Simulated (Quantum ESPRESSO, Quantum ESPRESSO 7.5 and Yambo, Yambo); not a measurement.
## CaO (Lime): G0W0 on several meshes in Yambo

Wanted: mesh dependence and cost of G0W0 for CaO (Lime).

Method: PBE and many-body steps on it, plane waves, in Quantum ESPRESSO 7.5 and Yambo 5.3.0.

## (1) The structure

The structure is cubic, space group Fm-3m (No. 225). The conventional cell has a = 4.813 Å, b = 4.813 Å, c = 4.813 Å, α = 90.00°, β = 90.00°, γ = 90.00°. Nearest to Ca lie 6 O at 2.41 Å. Nearest to O lie 6 Ca at 2.41 Å. Farther neighbours and most contacts between anions are not listed.

Structure file:

```cif
data_structure
_symmetry_space_group_name_H-M 'Fm-3m'
_symmetry_Int_Tables_number 225
_cell_length_a 4.8130
_cell_length_b 4.8130
_cell_length_c 4.8130
_cell_angle_alpha 90.000
_cell_angle_beta 90.000
_cell_angle_gamma 90.000
_cell_volume 111.49
loop_
_atom_site_label
_atom_site_type_symbol
_atom_site_symmetry_multiplicity
_atom_site_Wyckoff_symbol
_atom_site_fract_x
_atom_site_fract_y
_atom_site_fract_z
_atom_site_occupancy
Ca1 Ca 4 a 0.00000 0.00000 0.00000 1
O1 O 4 b 0.50000 0.00000 0.00000 1
```

The cell and positions come from the Crystallography Open Database and are kept as given unless a step says otherwise.

## (2) Empty states on the mesh, 6×6×6 mesh, 336 bands

This step: Quantum ESPRESSO 7.5; DFT, PBE, plane waves, norm-conserving pseudopotentials.

The sums over transitions need many empty states on a uniform mesh; this step solves for them.

pw.in reads:

```
&control
  calculation = 'nscf'
  prefix = 'x'
  outdir = 'o'
  pseudo_dir = 'pseudo'
/
&system
  ibrav = 0
  nat = 2
  ntyp = 2
  ecutwfc = 72.0
  nbnd = 336
  force_symmorphic = .true.
/
&electrons
  conv_thr = 1e-9
  electron_maxstep = 80
  diago_full_acc = .true.
  diago_thr_init = 5e-6
/
ATOMIC_SPECIES
  Ca 40.078 Ca.upf
  O 15.999 O.upf
CELL_PARAMETERS angstrom
  -0.0000000000 2.4065000000 2.4065000000
  2.4065000000 -0.0000000000 2.4065000000
  2.4065000000 2.4065000000 -0.0000000000
ATOMIC_POSITIONS crystal
  Ca 0.0000000000 0.0000000000 0.0000000000
  O 0.5000000000 0.5000000000 0.5000000000
K_POINTS automatic
  6 6 6 0 0 0
```

Launch:

```sh
$ OMP_NUM_THREADS=1 mpirun -n 4 pw.x -nk 4 -in pw.in > pw.out
```

Output:

```text
Program PWSCF v.7.5 starts

     This program is part of the open-source Quantum ESPRESSO suite
     for quantum simulation of materials; please cite
         "P. Giannozzi et al., J. Phys.:Condens. Matter 21 395502 (2009);
         "P. Giannozzi et al., J. Phys.:Condens. Matter 29 465901 (2017);
         "P. Giannozzi et al., J. Chem. Phys. 152 154105 (2020);
     in publications or presentations arising from this work. More details at

     Atomic positions and unit cell read from directory:
     o/x.save/

     Message from routine setup:
[...]
k = 0.2357 0.2357-0.2357 (  1940 PWs)   bands (ev):

[...]
[... 30 further rows ...]
   288.0229 288.4757 289.9434 289.9434 290.5147 290.5147 290.8388 291.0828
   292.1700 292.2048 292.2048 292.6150 292.6150 293.2441 293.4394 293.4394

          k =-0.3536-0.3536 0.3536 (  1946 PWs)   bands (ev):

     [... further k-points ...]

     highest occupied, lowest unoccupied level (ev):     7.7451   11.4076

     XML data file, pseudopotentials, collected wavefunctions

=------------------------------------------------------------------------------=
   JOB DONE.
=------------------------------------------------------------------------------=
```

The job ended after 37 s (4 MPI ranks of Arm Neoverse V2, shared host; peak memory 0.46 GiB).

Numbers from this step:

* gap: 3.662 eV
* k of the valence top: 0, 0, 0
* k of the conduction bottom: 0, -0.5, -0.5
* least direct gap: 4.037 eV
* k points computed: 16
* lowest point of the top converged band, above the valence top: 284.5428 eV

On this mesh the gap is 3.662 eV.

The density comes from a self-consistent run that is not shown.

## (3) Conversion and set-up

This step: Yambo 5.3.0; conversion and set-up on PBE, plane waves, norm-conserving pseudopotentials.

The states are converted to the many-body program's format and the q mesh is built.

Launch:

```sh
$ (cd o/x.save; p2y > p2y.log; mv SAVE ../..); yambo > setup.log
```

Output:

```text
 Yambo, version 5.3.0

 [02] CORE Variables Setup
 =========================

  [02.01] Unit cells
  ==================

  Cell kind             :  FCC
  Atoms in the cell     :  Ca  O
  number of Ca atoms    :  1
  number of O  atoms    :  1

  List of atomic masses
  Mass of Ca    :  40.07800
  Mass of O     :  15.99900

  List of atomic coordinates    : [cc]
  Ca1       :  0.000000  0.000000  0.000000  order 1
  O1       :  4.547626  4.547626  4.547626  order 2

  Alat factors          :  4.547626  4.547626  4.547626 [a.u.]
  Direct lattice volume :  188.0980 [a.u.]
[...]
Q [ 1]         [rlu]:  0.000000  0.000000  0.000000
 Q [ 2]         [rlu]: -0.17600E-17 -0.17600E-17  0.16667
 Q [ 3]         [rlu]: -0.60863E-18 -0.60863E-18  0.33333
[...]
Q [ 8]         [rlu]:  0.13869E-16  0.16667     -0.33333
 Q [ 9]         [rlu]:  0.60863E-18  0.16667     -0.16667
 Q [10]         [rlu]: -0.23925E-16  0.33333      0.33333
     [... 4 further rows ...]
 Q [15]         [rlu]:  0.166667  0.333333 -0.333333
 Q [16]         [rlu]:  0.166667 -0.500000 -0.333333

  [03.01] X indexes
  =================

   [03.01.01] Sigma indexes
   ========================

 [06] Game Over & Game summary
```

It took 2 s on 1 MPI rank; peak memory 0.24 GiB.

## (4) 6×6×6

Now the one-shot GW correction: screening in the RPA, then the self-energy of the levels asked for.

This step: G0W0 on PBE, plane waves, norm-conserving pseudopotentials.

gw2.in reads:

```
HF_and_locXC
gw0
dyson
ppa
em1d
rim_cut
RandQpts= 1000000
RandGvec= 1 RL
EXXRLvcs= 72 Ry
VXCRLvcs= 288 Ry
Chimod= "HARTREE"
% BndsRnXp
 1 | 142 |
%
NGsBlkXp= 17 Ry
% LongDrXp
 1 | 1 | 1 |
%
% GbndRnge
 1 | 142 |
%
DysSolver= "n"
ExtendOut
PPAPntXp= 27.21138 eV
% QPkrange
 1 | 1 | 7 | 10 |
 13 | 13 | 7 | 10 |
%
```

Launch:

```sh
$ OMP_NUM_THREADS=1 mpirun -n 4 yambo -F gw2.in -J gw2 -C gw2 > gw2.log
```

Output:

```text
 Yambo, version 5.3.0

 [02] CORE Variables Setup
 =========================

  [... cell, symmetries and grids as in the set-up ...]

  [02.05] Energies & Occupations
  ==============================

  [X] === General ===
  [X] Electronic Temperature                        :  0.000000  0.000000 [eV K]
  [X] Bosonic    Temperature                        :  0.000000  0.000000 [eV K]
  [X] Finite Temperature mode                       : no
  [X] El. density                                   :  0.57403E+24 [cm-3]
  [X] Fermi Level                                   :  7.745084 [eV]

  [X] === Gaps and Widths ===
  [X] Conduction Band Min                           :  3.662475 [eV]
  [X] Valence Band Max                              :  0.000000 [eV]
  [X] Filled Bands                                  :   8
  [X] Empty Bands                                   :     9   336
  [X] Direct Gap                                    :  4.036914 [eV]
  [X] Direct Gap localized at k                     :  13
  [X] Indirect Gap                                  :  3.662475 [eV]
  [X] Indirect Gap between kpts                     :   1  13
  [X] Last valence band width                       :  1.179441 [eV]
  [X] 1st conduction band width                     :  3.369635 [eV]

 [03] Transferred momenta grid and indexing
 ==========================================

 IBZ Q-points                                      :  16
 BZ  Q-points                                      :  216

 K/Q-points units:
 rlu = crystal or reduced units; cc = cartesian coordinates; iku = interal k-units

 Q [ 1]         [rlu]:  0.000000  0.000000  0.000000
 Q [ 2]         [rlu]: -0.17600E-17 -0.17600E-17  0.16667
 Q [ 3]         [rlu]: -0.60863E-18 -0.60863E-18  0.33333
 Q [ 4]         [rlu]:  0.13869E-16  0.13869E-16 -0.50000
 Q [ 5]         [rlu]: -0.11962E-16  0.16667      0.16667
 Q [ 6]         [rlu]:  0.20734E-17  0.16667      0.33333
 Q [ 7]         [rlu]: -0.31276E-16  0.16667      0.50000
 Q [ 8]         [rlu]:  0.13869E-16  0.16667     -0.33333
 Q [ 9]         [rlu]:  0.60863E-18  0.16667     -0.16667
 Q [10]         [rlu]: -0.23925E-16  0.33333      0.33333
     [... 4 further rows ...]
 Q [15]         [rlu]:  0.166667  0.333333 -0.333333
 Q [16]         [rlu]:  0.166667 -0.500000 -0.333333

 [04] Coloumb potential Random Integration (RIM)
 ===============================================

  [04.01] RIM initialization
  ==========================

  * Diagonal components only detected *

  8 x (sBL volume)        :  0.048842 [a.u.]
  sBZ random points       :  1000000
  Points outside the sBZ  :   7999624
  RL volume               :  1.318729 [a.u.]
  Integrated volume       :  1.318791 [a.u.]

  [04.02] RIM integrals
  =====================

  Gamma point sphere radius             :  0.066305 [a.u.]
  Points outside the sphere             :   799635
  [Int_sBZ(q=0) 1/q^2]*(Vol_sBZ)^(-1/3) =:  7.763403
                                 should be <:  7.795600

  Summary of Coulomb integrals for non-metallic bands |Q|[au] RIM/Bare

  Q [1] 0.100000E-4 0.995870 * Q [2] 0.199423 1.065611
  Q [5] 0.230273 1.062979 * Q [9] 0.325656 1.025346
  Q [6] 0.381865 1.019123 * Q [3] 0.398845 1.016899
  Q [10] 0.460547 1.013120 * Q [8] 0.501869 1.010302
  Q [14] 0.514907 1.010267 * Q [7] 0.564052 1.008526
  Q [4] 0.598268 1.007214 * Q [11] 0.598268 1.007619
  Q [12] 0.651312 1.006045 * Q [15] 0.681158 1.005570
  Q [13] 0.690820 1.005754 * Q [16] 0.728189 1.005199

 [WARNING] [Xp] User bands 1-142 break level degeneracy

 [05] Dipoles
 ============

  [05.01] Setup: observables and procedures
  =========================================

 [06] Dynamic Dielectric Matrix (PPA)
 ====================================

 [WR./gw2//ndb.pp]---------------------------------------------------------------
  Brillouin Zone Q/K grids (IBZ/BZ)                :   16  216   16  216
  RL vectors                                       :  2637 [WF]
  Coulomb cutoff potential                         : none
  Electronic Temperature                           :  0.000000 [K]
  Bosonic    Temperature                           :  0.000000 [K]
  PPA    diel. fun.  energies                      : Perdew, Burke & Ernzerhof(X)+Perdew, Burke & Ernzerhof(C)
  wavefunctions                                    : Perdew, Burke & Ernzerhof(X)+Perdew, Burke & Ernzerhof(C)
  Global Gauge                                     : length
  X matrix size                                    :  259
  X band range                                     :    1  142
  X e/h energy range                               : -1.000000 -1.000000 [eV]
  X Time ordering                                  : R
  X Hxc Kernel                                     : HARTREE
  X Drude frequency                                :  0.000000  0.000000
  X poles                                          :  100.0000 [o/o]
  RL vectors in the sum                            :  2637
  [r,Vnl] included                                 : yes
  Field direction                                  :  0.577350E-5  0.577350E-5  0.577350E-5
  BZ energy Double Grid                            : no
  BZ energy DbGd points                            : 0
  BZ Q point size factor                           : -1.000000
  X Optical Averaged directions                    : none

 [07] Local Exchange-Correlation + Non-Local Fock
 ================================================

 [VXC] Plane waves :  15593
 [EXS] Plane waves :  1989

 QP @ state[ 1 ] K range:  1  1
 QP @ state[ 1 ] b range:   7  10
 QP @ state[ 2 ] K range:  13  13
 QP @ state[ 2 ] b range:   7  10

 [xc] Functional : Perdew, Burke & Ernzerhof(X)+Perdew, Burke & Ernzerhof(C)
 [xc] LIBXC used to calculate xc functional
  PP Number of Atomic Species                      :  2
  NLCC RL compoments                               :  15593
  PP Number of Atomic Species                      :  2
  NLCC RL compoments                               :  15593

 [xc] E_xc :  -8.750691 [Ha]
      E_xc :  -17.50138 [Ry]

  Local XC kind (lXC) : Perdew, Burke & Ernzerhof(X)+Perdew, Burke & Ernzerhof(C)
  Non-Local XC kind (nlXC) : Hartree-Fock

  Corrections @ K [1] :  [eV]
 <7|nlXC|7> = -24.56472  0.15117E-16 <7|lXC|7> = -19.38763 -0.32472E-16
 <8|nlXC|8> = -24.56471  0.87350E-17 <8|lXC|8> = -19.38763  0.18071E-20
 <9|nlXC|9> = -6.461774 -0.33078E-18 <9|lXC|9> = -10.89252  0.94359E-16
 <10|nlXC|10> = -7.016213  0.83074E-19 <10|lXC|10> = -13.89969 -0.18885E-15

  Corrections @ K [13] :  [eV]
 <7|nlXC|7> = -24.25009 -0.81306E-17 <7|lXC|7> = -18.91591  0.37761E-15
 <8|nlXC|8> = -24.25001 -0.25249E-17 <8|lXC|8> = -18.91591 -0.28323E-15
 <9|nlXC|9> = -5.922964 -0.10002E-17 <9|lXC|9> = -11.42976  0.18873E-15
 <10|nlXC|10> = -8.847700 -0.34060E-18 <10|lXC|10> = -16.11193 -0.33878E-19

 [08] Dyson equation: Newton solver
 ==================================

  [08.01] G0W0 (W PPA)
  ====================

  [  GW  ] Bands range     :    1  142
  [GW/PPA] G damping       :  0.100000 [eV]

  QP @ state[ 1 ] K range:  1  1
  QP @ state[ 1 ] b range:   7  10
  QP @ state[ 2 ] K range:  13  13
  QP @ state[ 2 ] b range:   7  10

   Sc/G bands                                       :    1  142
   Sc/G damping                                     :  0.100000 ev
   Sc bands terminator                              : no
   Sx RL components                                 :  1989

   QP @ state[ 1 ] K range                          :  1  1
   QP @ state[ 1 ] b range                          :   7  10
   QP @ state[ 2 ] K range                          :  13  13
   QP @ state[ 2 ] b range                          :   7  10
   GF energies kind                                 : Perdew, Burke & Ernzerhof(X)+Perdew, Burke & Ernzerhof(C)
   GF WF`s kind                                     : Perdew, Burke & Ernzerhof(X)+Perdew, Burke & Ernzerhof(C)
   Xs energies kind                                 : Perdew, Burke & Ernzerhof(X)+Perdew, Burke & Ernzerhof(C)
   Xs WF`s kind                                     : Perdew, Burke & Ernzerhof(X)+Perdew, Burke & Ernzerhof(C)

 [11] Game Over & Game summary
```

It took 4.2 min on 4 MPI ranks; peak memory 1.6 GiB.

Numbers from this step:

| Property | Result |
| --- | --- |
| G0W0 gap on the points computed | 5.811 eV |
| starting gap on the mesh | 3.662 eV |
| k of the valence top | 0, 0, 0 |
| k of the conduction bottom | 0, -0.5, -0.5 |
| least direct G0W0 gap on the computed points | 6.209 eV |
| Z at the valence top | 0.7799 |
| Z at the conduction bottom | 0.8503 |

The gap on the mesh goes from 3.66 eV to 5.81 eV, a correction of +2.15 eV.

## (5) Empty states on the mesh, 4×4×4 mesh, 142 bands

This step: Quantum ESPRESSO 7.5; DFT, PBE, plane waves, norm-conserving pseudopotentials.

Edit pw.in of step 2 so:

```diff
@@ -11,3 +11,3 @@
   ecutwfc = 72.0
-  nbnd = 336
+  nbnd = 142
   force_symmorphic = .true.
@@ -31,2 +31,2 @@
 K_POINTS automatic
-  6 6 6 0 0 0
+  4 4 4 0 0 0
```

Launch:

```sh
$ OMP_NUM_THREADS=1 mpirun -n 4 pw.x -nk 4 -in pw.in > pw.out
```

Output:

```text
[banner, memory and clock lines left out]
Program PWSCF v.7.5 starts

     Atomic positions and unit cell read from directory:
     o/x.save/

     Message from routine setup:
     using ibrav=0 with symmetry is DISCOURAGED, use correct ibrav instead

     G-vector sticks info

     bravais-lattice index     =            0
     lattice parameter (alat)  =       6.4313  a.u.
     unit-cell volume          =     188.0980 (a.u.)^3
     number of atoms/cell      =            2
     number of atomic types    =            2
     number of electrons       =        16.00
[...]
[... 6 further rows ...]
[...]
153.8633 153.8633 154.1461 155.5229 159.2986 159.2986

          k =-0.3536-0.3536 0.3536 (  1946 PWs)   bands (ev):

[...]
96.0925  99.9614 102.4352 102.4352 103.6722 104.6861 104.6861 106.3097
     [... 6 further rows ...]
   147.8489 152.5040 153.3123 153.3123 155.9141 155.9141 157.0268 157.0268
   157.6029 157.6167 158.5469 158.5469 160.4083 160.5194

          k = 0.3536 0.0000 0.0000 (  1964 PWs)   bands (ev):

     [... further k-points ...]

     highest occupied, lowest unoccupied level (ev):     7.7451   11.4076

     XML data file, pseudopotentials, collected wavefunctions
```

Wall time 5.2 s (4 MPI ranks); peak memory 0.28 GiB; 20 s of CPU time.

This step gave:

| Item | Value |
| --- | --- |
| gap | 3.662 eV |
| k of the valence top | 0, 0, 0 |
| k of the conduction bottom | 0, -0.5, -0.5 |
| least direct gap | 4.037 eV |
| k points computed | 8 |
| lowest point of the top converged band, above the valence top | 146.8576 eV |

On this mesh the gap is 3.662 eV.

## (6) Conversion and set-up

This step: Yambo 5.3.0; conversion and set-up on PBE, plane waves, norm-conserving pseudopotentials.

Launch:

```sh
$ (cd o/x.save; p2y > p2y.log; mv SAVE ../..); yambo > setup.log
```

Output:

```text
 Yambo, version 5.3.0

 [02] CORE Variables Setup
 =========================

  [02.01] Unit cells
  ==================

  Cell kind             :  FCC
  Atoms in the cell     :  Ca  O
  number of Ca atoms    :  1
  number of O  atoms    :  1

  List of atomic masses
  Mass of Ca    :  40.07800
  Mass of O     :  15.99900

  List of atomic coordinates    : [cc]
  Ca1       :  0.000000  0.000000  0.000000  order 1
  O1       :  4.547626  4.547626  4.547626  order 2

  Alat factors          :  4.547626  4.547626  4.547626 [a.u.]
  Direct lattice volume :  188.0980 [a.u.]
[...]
==========================================

 IBZ Q-points                                      :   8
 BZ  Q-points                                      :   64

 K/Q-points units:
 rlu = crystal or reduced units; cc = cartesian coordinates; iku = interal k-units

 Q [1]          [rlu]:  0.000000  0.000000  0.000000
 Q [2]          [rlu]: -0.69343E-17 -0.69343E-17  0.25000
 Q [3]          [rlu]:  0.13869E-16  0.13869E-16 -0.50000
[...]
Q [7]          [rlu]:  0.57541E-17 -0.50000     -0.50000
 Q [8]          [rlu]:  0.250000 -0.500000 -0.250000

  [03.01] X indexes
  =================

   [03.01.01] Sigma indexes
   ========================

 [06] Game Over & Game summary
```

It took 1.9 s on 1 MPI rank; peak memory 0.24 GiB.

[end of part 1 of 2]

[Paths, hosts, dates, memory and timing lines, banners, echoed tables and standing remarks are left out of the program output.]

[Logs are printed without paths, hosts, clocks, repeated set-up lines and the standing remarks that a program may print on its own settings, such as how far it seeks lower states.]

[Runs of the session that timed out or met a known fault of the program may be left out.]

[Hosts, paths, dates, database ids (printed as entryN), source tags and the programs' standing remarks are cut or masked in the printed files.]
